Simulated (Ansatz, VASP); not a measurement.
## One calculation of NaI, two programs

```
Na I
1.0
     5.41649    0.15708    0.00000
    -2.57221    4.61228    0.00000
     0.00000    0.00000    6.45914
Na I
2 2
Direct
  0.32796 0.66706 0.93750
  0.67204 0.33294 0.43750
  0.32309 0.66751 0.43750
  0.67691 0.33249 0.93750
```

Change from the starting cell: shear_xy strain +5.8%.

Alike in both runs: task single point; functional r2SCAN; k mesh 6 × 6 × 4; no spin polarisation.

|  | VASP | Ansatz |
| --- | --- | --- |
| version | VASP 6.6.1 | Ansatz 0.2.0 |
| potentials or method | VASP PAW PBE potentials, release 64 (Na_pv, I) | plane waves, PAW |
| plane-wave cutoff (eV) | 520 | 500 |
| occupations | gaussian, width 0.01 eV | fixed |
| valence electrons in the cell | 28 | 52 |

Ansatz gave:

| Item | Value |
| --- | --- |
| gap on the k mesh at the Fermi level (eV) | 4.19 |
| pressure (GPa) | 0.0 |
| rms of the force components (eV/Å) | 0.001 |

What did VASP give for the same quantities?

gap on the k mesh at the Fermi level (eV): 4.19; pressure (GPa): -0.1; rms of the force components (eV/Å): 0.014.

Atom by atom the forces differ by 0.013 eV/Å (rms over components). The two sets of potentials don't hold the same shells in valence. Ansatz warned: «structure_snapped_to_symmetry».

Caveats: the PAW data sets were made with another functional, which shifts forces and pressure a little (VASP); spin-orbit coupling is left out, which moves the levels of the heavy elements. A k mesh can miss the band edges.
